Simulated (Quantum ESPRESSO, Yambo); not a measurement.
# Quasiparticle gap of As (buckled honeycomb monolayer) in Yambo, part 2 of 2

Aim: the G0W0 gap of As (buckled honeycomb monolayer) on PBE with spin-orbit coupling, step by step.

Quantum ESPRESSO 7.5 and Yambo 5.3.0; PBE and many-body steps on it, plane waves. Known limits of the many-body steps: not at the basis limit; exchange with frozen shells missing.

So far. Step 3 (Bands along the symmetry lines): The gap is 1.496 eV, −0.015 eV from the run before at this level. Step 4 (Empty states on the mesh, 6×6×1 mesh, 200 bands): On this mesh the gap is 1.512 eV.

### Step 5. Conversion and set-up

This step: Yambo 5.3.0; conversion and set-up on PBE with spin-orbit coupling, plane waves, norm-conserving pseudopotentials.

The states are converted to the many-body program's format and the q mesh is built.

The run is started by

```sh
> (cd o/x.save; p2y > p2y.log; mv SAVE ../..); yambo > setup.log
```

Output:

```text
 Yambo, version 5.3.0

 [02] CORE Variables Setup
 =========================

  [02.01] Unit cells
  ==================

  Cell kind             :  HCP
  Atoms in the cell     :  As
  number of As atoms    :  2

  List of atomic masses
  Mass of As    :  74.92200

  List of atomic coordinates    : [cc]
  As1       : -0.40422E-09   3.9402       11.915      order 1
  As2       :   3.41227   1.97008  14.54165  order 2

  Alat factors          :   6.82454   5.91023  26.45617 [a.u.]
  Direct lattice volume :   1067.10    [a.u.]
  Direct lattice vectors:  A[ 1 ]  A[ 2 ]  A[ 3 ]
   A[ 1 ]:  1.000000  0.000000  0.000000  [iru]
   6.824543  0.000000  0.000000  [cc]
   A[ 2 ]: -0.500000  1.000000  0.000000  [iru]
  -3.412272  5.910228  0.000000  [cc]
   A[ 3 ]:  0.000000  0.000000  1.000000  [iru]
    0.00000   0.00000  26.45617  [cc]

  Recip. lattice volume :  0.232453 [a.u.]
  Recip. lattice vectors:  B[ 1 ]  B[ 2 ]  B[ 3 ]
   B[ 1 ]:  1.000000  0.500000  0.000000  [iku]
   0.920675  0.531552 -0.000000  [cc]
   B[ 2 ]:  0.000000  1.000000  0.000000  [iku]
   0.000000  1.063104  0.000000  [cc]
   B[ 3 ]:  0.000000  0.000000  1.000000  [iku]
   0.000000 -0.000000  0.237494  [cc]

  [02.02] Symmetries
  ==================

  Inversion symmetry    : yes
  Spatial inversion     : yes
  Inversion index       :   7
  K-space Time-reversal : no
  Magnetic symmetries   : no
  Group table correct   : yes
  Symmetries units      :  [cc]

   [S  1]:   1.0000       0.0000       0.0000      0.56473E-16   1.0000       0.0000       0.0000       0.0000       1.0000
   [S  2]:   1.0000       0.0000       0.0000      0.31974E-10  -1.0000       0.0000       0.0000       0.0000      -1.0000
   [S  3]: -0.500000  0.866025  0.000000 -0.866025 -0.500000  0.000000  0.000000  0.000000  1.000000
[...]
[S 11]:  0.500000  0.866025  0.000000  0.866025 -0.500000  0.000000  0.000000  0.000000  1.000000
   [S 12]:  0.500000 -0.866025  0.000000 -0.866025 -0.500000  0.000000  0.000000  0.000000  1.000000

  [02.03] Reciprocal space
  ========================

  nG shells         :   4412
  nG charge         :   95457
  nG WFs            :  14603
  nC WFs            :  12049
  G-vecs. in first 80 shells:  [ Number ]
     1    3    5    7    9   15   27   39   41
    53   55   67   79   81   93   99  111  113
   125  137  149  161  167  169  181  193  205
[...]
809   811   823   835   859   865   877   889
  ...
  Shell energy in first 80 shells:  [ mHa ]
[...]
4970.93      5080.55      5085.85      5107.70      5114.05      5198.66      5331.19      5337.55      5339.67
    5527.54      5537.08      5672.79      5756.34      5760.57      5790.90      6092.64      6101.12      6240.00
    6321.43      6345.39      6461.38      6467.74      6775.84      6781.14      6809.34      6890.76
  ...

  [02.04] K-grid lattice
  ======================

[...]
K/Q-points units:
  rlu = crystal or reduced units; cc = cartesian coordinates; iku = interal k-units

  K [1]          [rlu]:  0.000000  0.000000  0.000000
         WF components:  12049
  K [2]          [rlu]:  0.000000  0.166667  0.000000
         WF components:  11975
  K [3]          [rlu]:  0.000000  0.333333  0.000000
         WF components:  11944
  K [4]          [rlu]:  0.000000 -0.500000  0.000000
         WF components:  11918
  K [5]          [rlu]:  0.166667  0.166667  0.000000
         WF components:  11931
  K [6]          [rlu]:  0.166667  0.333333  0.000000
         WF components:  11931
  K [7]          [rlu]:  0.333333  0.333333  0.000000
         WF components:  11952

  [02.05] Energies & Occupations
  ==============================

  [X] === General ===
  [X] Electronic Temperature                        :  0.000000  0.000000 [eV K]
  [X] Bosonic    Temperature                        :  0.000000  0.000000 [eV K]
  [X] Finite Temperature mode                       : no
  [X] El. density                                   :  0.18972E+24 [cm-3]
  [X] Fermi Level                                   : -1.063869 [eV]

  [X] === Gaps and Widths ===
  [X] Conduction Band Min                           :  1.511628 [eV]
  [X] Valence Band Max                              :  0.000000 [eV]
  [X] Filled Bands                                  :  30
  [X] Empty Bands                                   :   31  200
  [X] Direct Gap                                    :  1.801845 [eV]
  [X] Direct Gap localized at k                     :  1
  [X] Indirect Gap                                  :  1.511628 [eV]
  [X] Indirect Gap between kpts                     :  1  3
  [X] Last valence band width                       :  2.046348 [eV]
  [X] 1st conduction band width                     :  1.151549 [eV]

  E @ K [1]:  [eV]
  -35.69671 -35.69671 -35.67323 -35.67323 -35.63760 -35.63760 -35.61284 -35.61284
[...]
occ @ K [1]
[...]
E @ K [2]:  [eV]
[...]
occ @ K [2]
[...]
E @ K [3]:  [eV]
[...]
occ @ K [3]
[...]
E @ K [4]:  [eV]
[...]
occ @ K [4]
[...]
E @ K [5]:  [eV]
[...]
occ @ K [5]
[...]
E @ K [6]:  [eV]
[...]
occ @ K [6]
[...]
E @ K [7]:  [eV]
[...]
occ @ K [7]
[...]
0.000000  0.000000  0.000000  0.000000  0.000000  0.000000  0.000000  0.000000
   0.000000  0.000000  0.000000  0.000000  0.000000  0.000000  0.000000  0.000000

 [03] Transferred momenta grid and indexing
 ==========================================

 IBZ Q-points                                      :   7
 BZ  Q-points                                      :   36

 K/Q-points units:
 rlu = crystal or reduced units; cc = cartesian coordinates; iku = interal k-units

 Q [1]          [rlu]:  0.000000  0.000000  0.000000
 Q [2]          [rlu]:  0.10868E-16  0.16667       0.0000
 Q [3]          [rlu]:  0.21736E-16  0.33333       0.0000
 Q [4]          [rlu]: -0.32605E-16 -0.50000       0.0000
 Q [5]          [rlu]:  0.166667  0.166667  0.000000
 Q [6]          [rlu]:  0.166667  0.333333  0.000000
 Q [7]          [rlu]:  0.333333  0.333333  0.000000

  [03.01] X indexes
  =================

   [03.01.01] Sigma indexes
   ========================

 [06] Game Over & Game summary
```

The job ended after 2.9 s (1 MPI rank of Arm Neoverse V1, shared host; peak memory 0.25 GiB).

### Step 6. Screening and self-energy, 6×6×1 mesh, 200 bands, screening to 129.3 eV

Now the one-shot GW correction: screening in the RPA, then the self-energy of the levels asked for.

This step: G0W0 on PBE with spin-orbit coupling, plane waves, norm-conserving pseudopotentials.

gw3.in reads:

```
HF_and_locXC
gw0
dyson
ppa
em1d
rim_cut
rim_w
RandQpts= 3000000
RandGvec= 100 RL
CUTGeo= "slab z"
RandGvecW= 9 RL
EXXRLvcs= 76 Ry
VXCRLvcs= 304 Ry
Chimod= "HARTREE"
% BndsRnXp
 1 | 200 |
%
NGsBlkXp= 9.5 Ry
% LongDrXp
 1 | 1 | 0 |
%
% GbndRnge
 1 | 200 |
%
DysSolver= "n"
ExtendOut
PPAPntXp= 27.21138 eV
% QPkrange
 1 | 1 | 27 | 34 |
 3 | 3 | 27 | 34 |
%
```

The run is started by

```sh
> OMP_NUM_THREADS=1 mpirun -n 4 yambo -F gw3.in -J gw3 -C gw3 > gw3.log
```

Output:

```text
 Yambo, version 5.3.0

 [02] CORE Variables Setup
 =========================

  [... cell, symmetries and grids as in the set-up ...]

  [02.05] Energies & Occupations
  ==============================

  [X] === General ===
  [X] Electronic Temperature                        :  0.000000  0.000000 [eV K]
  [X] Bosonic    Temperature                        :  0.000000  0.000000 [eV K]
  [X] Finite Temperature mode                       : no
  [X] El. density                                   :  0.18972E+24 [cm-3]
  [X] Fermi Level                                   : -1.063869 [eV]

  [X] === Gaps and Widths ===
  [X] Conduction Band Min                           :  1.511628 [eV]
  [X] Valence Band Max                              :  0.000000 [eV]
  [X] Filled Bands                                  :  30
  [X] Empty Bands                                   :   31  200
  [X] Direct Gap                                    :  1.801845 [eV]
  [X] Direct Gap localized at k                     :  1
  [X] Indirect Gap                                  :  1.511628 [eV]
  [X] Indirect Gap between kpts                     :  1  3
  [X] Last valence band width                       :  2.046348 [eV]
  [X] 1st conduction band width                     :  1.151549 [eV]

 [03] Transferred momenta grid and indexing
 ==========================================

 IBZ Q-points                                      :   7
 BZ  Q-points                                      :   36

 K/Q-points units:
 rlu = crystal or reduced units; cc = cartesian coordinates; iku = interal k-units

 Q [1]          [rlu]:  0.000000  0.000000  0.000000
 Q [2]          [rlu]:  0.10868E-16  0.16667       0.0000
 Q [3]          [rlu]:  0.21736E-16  0.33333       0.0000
 Q [4]          [rlu]: -0.32605E-16 -0.50000       0.0000
 Q [5]          [rlu]:  0.166667  0.166667  0.000000
 Q [6]          [rlu]:  0.166667  0.333333  0.000000
 Q [7]          [rlu]:  0.333333  0.333333  0.000000

 [04] Coloumb potential Random Integration (RIM)
 ===============================================

 Performing RIM of v_slab

  [04.01] RIM initialization
  ==========================

  * Diagonal components only detected *

  8 x (sBL volume)        :  0.051656 [a.u.]
  sBZ random points       :  3000000
  Points outside the sBZ  :  24000829
  RL volume               :  0.232453 [a.u.]
  Integrated volume       :  0.232445 [a.u.]

  [04.02] RIM integrals
  =====================

  Gamma point sphere radius             :  0.041603 [a.u.]
  Points outside the sphere             :  2398884
  [Int_sBZ(q=0) 1/q^2]*(Vol_sBZ)^(-1/3) =:  7.487273
                                 should be <:  7.795600

  Summary of Coulomb integrals for non-metallic bands |Q|[au] RIM/Bare

  Q [1] 0.100000E-4 0.960449 * Q [2] 0.177184 0.997450
  Q [5] 0.306892 1.024425 * Q [3] 0.354368 1.023516
  Q [6] 0.468785 1.017616 * Q [4] 0.531552 1.014593
  Q [7] 0.613783 1.011288
  Non-periodic chartesian directions : none
  Optical renormalization            :  26.45617 [au]
  Polarizability dimension           : length

 [05] Coloumb potential CutOffslab
 =================================

 Cut directionsZ
 Slab Cutoff:Z
 Symmetry test passed : yes

 [06] Dipoles
 ============

  [06.01] Setup: observables and procedures
  =========================================

  [WARNING] [x,Vnl] slows the Dipoles computation. To neglect it rename the ns.kb_pp file

 [07] Dynamic Dielectric Matrix (PPA)
 ====================================

 [WR./gw3//ndb.pp]---------------------------------------------------------------
  Brillouin Zone Q/K grids (IBZ/BZ)                :    7   36    7   36
  RL vectors                                       :  14617 [WF]
  Coulomb cutoff potential                         : slab z
  Electronic Temperature                           :  0.000000 [K]
  Bosonic    Temperature                           :  0.000000 [K]
  PPA    diel. fun.  energies                      : Perdew, Burke & Ernzerhof(X)+Perdew, Burke & Ernzerhof(C)
  wavefunctions                                    : Perdew, Burke & Ernzerhof(X)+Perdew, Burke & Ernzerhof(C)
  Global Gauge                                     : length
  X matrix size                                    :   585
  X band range                                     :    1  200
  X e/h energy range                               : -1.000000 -1.000000 [eV]
  X Time ordering                                  : R
  X Hxc Kernel                                     : HARTREE
  X Drude frequency                                :  0.000000  0.000000
  X poles                                          :  100.0000 [o/o]
  RL vectors in the sum                            :  14617
  [r,Vnl] included                                 : yes
  Field direction                                  :  0.707107E-5  0.707107E-5   0.00000
  BZ energy Double Grid                            : no
  BZ energy DbGd points                            : 0
  BZ Q point size factor                           : -1.000000
  X Optical Averaged directions                    : none

 [08] Local Exchange-Correlation + Non-Local Fock
 ================================================

 [VXC] Plane waves :   95457
 [EXS] Plane waves :  12073

 QP @ state[ 1 ] K range:  1  1
 QP @ state[ 1 ] b range:   27   34
 QP @ state[ 2 ] K range:  3  3
 QP @ state[ 2 ] b range:   27   34

 [xc] Functional : Perdew, Burke & Ernzerhof(X)+Perdew, Burke & Ernzerhof(C)
 [xc] LIBXC used to calculate xc functional
  PP Number of Atomic Species                      :  1
  NLCC RL compoments                               :   95457
  PP Number of Atomic Species                      :  1
  NLCC RL compoments                               :   95457

 [xc] E_xc :  -21.86755 [Ha]
      E_xc :  -43.73510 [Ry]

  Local XC kind (lXC) : Perdew, Burke & Ernzerhof(X)+Perdew, Burke & Ernzerhof(C)
  Non-Local XC kind (nlXC) : Hartree-Fock

  Corrections @ K [1] :  [eV]
 <27|nlXC|27> = -15.29890  0.60695E-17 <27|lXC|27> = -12.98115 -0.988371E-6
 <28|nlXC|28> = -15.29890 -0.38213E-17 <28|lXC|28> = -12.98115  0.769390E-6
 <29|nlXC|29> = -15.42345 -0.28683E-17 <29|lXC|29> = -13.26110  0.210385E-6
 <30|nlXC|30> = -15.42345  0.51177E-18 <30|lXC|30> = -13.26109 -0.210362E-6
 <31|nlXC|31> = -9.015542 -0.13966E-17 <31|lXC|31> = -12.20599 -0.416734E-6
 <32|nlXC|32> = -9.015541  0.11594E-17 <32|lXC|32> = -12.20599 -0.307993E-6
 <33|nlXC|33> = -9.213660 -0.27179E-17 <33|lXC|33> = -12.58555  0.381239E-6
 <34|nlXC|34> = -9.213659 -0.24883E-17 <34|lXC|34> = -12.58555 -0.368120E-6

  Corrections @ K [3] :  [eV]
 <27|nlXC|27> = -15.57233  0.72836E-17 <27|lXC|27> = -12.69390  0.948894E-6
 <28|nlXC|28> = -15.57233  0.91307E-18 <28|lXC|28> = -12.69390 -0.964856E-6
 <29|nlXC|29> = -14.73078  0.13148E-17 <29|lXC|29> = -11.96662 -0.912369E-6
 <30|nlXC|30> = -14.73078 -0.90995E-17 <30|lXC|30> = -11.96661 -0.168060E-6
 <31|nlXC|31> = -7.661176 -0.70979E-18 <31|lXC|31> = -10.53055  0.781611E-6
 <32|nlXC|32> = -7.661176 -0.27114E-17 <32|lXC|32> = -10.53055 -0.131604E-5
 <33|nlXC|33> = -6.629807 -0.21888E-17 <33|lXC|33> = -10.36003  0.296121E-5
 <34|nlXC|34> = -6.629806 -0.11092E-17 <34|lXC|34> = -10.36003 -0.301607E-5

 [09] Dyson equation: Newton solver
 ==================================

  [09.01] RIM-W interpolation
  ===========================

  [WARNING] RIM-W works only for 2D semiconductors with slab cutoff
  Found compatible q grid: 2D
  q_min[ 1 ]:  0.16667      0.11217E-11   0.0000     [rlu]
   0.166667  0.083333  0.000000 [iku]
  q_min[ 2 ]:  0.10868E-16  0.16667       0.0000     [rlu]
   0.10868E-16  0.16667       0.0000     [iku]
  G-vectors :   9
  G-vectors loaded:   63
  Number of interpolated frequencies:  2

  Evaluating coefficients q = 0
  Evaluating coefficients q = 0

  [09.02] RIM-W integrals
  =======================

  8 x (sBL volume)        :  0.051656 [a.u.]
  sBZ random points       :  3000000
  Points outside the sBZ  :  24000829
  RL volume               :  0.232453 [a.u.]
  Integrated volume       :  0.232445 [a.u.]

  [09.03] RIM integrals
  =====================

  Comparison between head Wc = W - v averages: < Wc > [au] RIM-W/RIM

   < -Wc [Q = 1] > 0.366971E-1 0.495071E-4 * < -Wc [Q = 2] > 0.005333 0.005143
   < -Wc [Q = 3] > 0.976385E-3 0.955206E-3 * < -Wc [Q = 4] > 0.326108E-3 0.322250E-3
   < -Wc [Q = 5] > 0.001433 0.001399 * < -Wc [Q = 6] > 0.469351E-3 0.464357E-3
   < -Wc [Q = 7] > 0.218452E-3 0.216985E-3

  Comparison between head Wc = W - v averages: < Wc > [au] RIM-W/RIM

   < -Wc [G = 1,G`=0] > 0.366971E-1 0.495071E-4 * < -Wc [G = 2,G`=0] >-0.002025 0.000000
   < -Wc [G = 3,G`=0] >-0.002025 0.000000 * < -Wc [G = 4,G`=0] > 0.704806E-4  0.00000
   < -Wc [G = 5,G`=0] > 0.705014E-4  0.00000 * < -Wc [G = 6,G`=0] > 0.516320E-4  0.00000
   < -Wc [G = 7,G`=0] > 0.516061E-4  0.00000 * < -Wc [G = 8,G`=0] >-0.168949E-4  0.00000
   < -Wc [G = 9,G`=0] >-0.168927E-4  0.00000

 [10] G0W0 (W PPA)
 =================

 [  GW  ] Bands range     :    1  200
 [GW/PPA] G damping       :  0.100000 [eV]

 QP @ state[ 1 ] K range:  1  1
 QP @ state[ 1 ] b range:   27   34
 QP @ state[ 2 ] K range:  3  3
 QP @ state[ 2 ] b range:   27   34

  Sc/G bands                                       :    1  200
  Sc/G damping                                     :  0.100000 ev
  Sc bands terminator                              : no
  Sx RL components                                 :  12073

  QP @ state[ 1 ] K range                          :  1  1
  QP @ state[ 1 ] b range                          :   27   34
  QP @ state[ 2 ] K range                          :  3  3
  QP @ state[ 2 ] b range                          :   27   34
  GF energies kind                                 : Perdew, Burke & Ernzerhof(X)+Perdew, Burke & Ernzerhof(C)
  GF WF`s kind                                     : Perdew, Burke & Ernzerhof(X)+Perdew, Burke & Ernzerhof(C)
  Xs energies kind                                 : Perdew, Burke & Ernzerhof(X)+Perdew, Burke & Ernzerhof(C)
  Xs WF`s kind                                     : Perdew, Burke & Ernzerhof(X)+Perdew, Burke & Ernzerhof(C)

 [14] Game Over & Game summary
```

It took 15 min on 4 MPI ranks; peak memory 5.5 GiB.

Numbers from this step:

```yaml
g0w0_gap_on_the_points_computed: 2.702 eV
starting_gap_on_the_mesh: 1.512 eV
k_of_the_valence_top: 0, 0, 0
k_of_the_conduction_bottom: 0, 0.3333, 0
least_direct_g0w0_gap_on_the_computed_points: 3.087 eV
z_at_the_valence_top: 0.7378
z_at_the_conduction_bottom: 0.7443
```

The gap on the mesh goes from 1.51 eV to 2.70 eV, a correction of +1.19 eV.

Limits: finite bands, cutoff and mesh; exchange with frozen shells missing. v1 is the top filled band, c1 the lowest empty one. Levels before and after the correction, in eV, zero at the valence-band top of each column:

```csv
,conduction bottom,valence top
Kohn-Sham,1.51,0.00
G0W0,2.70,0.00
```

```csv
,level,energy (eV)
Kohn-Sham,Γ v3,-0.203
Kohn-Sham,Γ v2-v1,0.000
Kohn-Sham,Γ c1-c2,1.802
Kohn-Sham,Γ c3,3.253
Kohn-Sham,(0 0.333 0) v3,-1.664
Kohn-Sham,(0 0.333 0) v2-v1,-0.853
Kohn-Sham,(0 0.333 0) c1-c2,1.512
Kohn-Sham,(0 0.333 0) c3,3.732
G0W0,Γ v3,-0.237
G0W0,Γ v2-v1,0.000
G0W0,Γ c1-c2,3.087
G0W0,Γ c3,4.527
G0W0,(0 0.333 0) v3,-1.731
G0W0,(0 0.333 0) v2-v1,-1.006
G0W0,(0 0.333 0) c1-c2,2.702
G0W0,(0 0.333 0) c3,5.024
```

### Step 7. Where the time went

Times are wall times on the hardware named with each run, good to a factor of about two.

```
                          step     time  share  memory (GiB)
                  ground state  1.7 min    8 %           1.2
bands along the symmetry lines     43 s    4 %          0.73
      empty states on the mesh  2.4 min   12 %           1.9
         conversion and set-up    2.9 s    0 %          0.25
     screening and self-energy   15 min   76 %           5.5
```

### Step 8. Results

```json
{
  "PBE gap": "1.50 eV, indirect",
  "G0W0 gap on the mesh": "2.70 eV",
  "GW settings": "6×6×1 mesh, 200 bands, screening to 129.3 eV, Godby-Needs plasmon pole",
  "known limits": "not at the basis limit; exchange with frozen shells missing"
}
```

G0W0 moves the gap on the mesh from 1.51 eV to 2.70 eV (+1.19 eV), with Z of 0.74 and 0.74 at the edges. Only 2 of the mesh's irreducible points were corrected, so a valley elsewhere could overtake. The dearest step here is «screening and self-energy». Bands and cutoff are finite, so the gap is not at the basis limit. The miss can reach some tenths of an eV and take either sign; the mesh is an error of its own. In the G0W0 run levels were corrected at 2 k points alone, so a gap called «on the mesh» is the least over those, and an edge elsewhere would be missed. The norm-conserving file of at least one element keeps a d shell over frozen s and p shells of the same row. Exchange with those shells is missing from the self-energy, an error of 0.3 to 0.9 eV in cases checked, whose sign depends on which edge lies on those atoms.

[Paths, hosts, dates, memory and timing lines, banners, echoed tables and standing remarks are left out of the program output.]

[Logs are printed without paths, hosts, clocks, repeated set-up lines and the standing remarks that a program may print on its own settings, such as how far it seeks lower states.]

[Runs of the session that timed out or met a known fault of the program may be left out.]

[Hosts, paths, dates, database ids (printed as entryN), source tags and the programs' standing remarks are cut or masked in the printed files.]
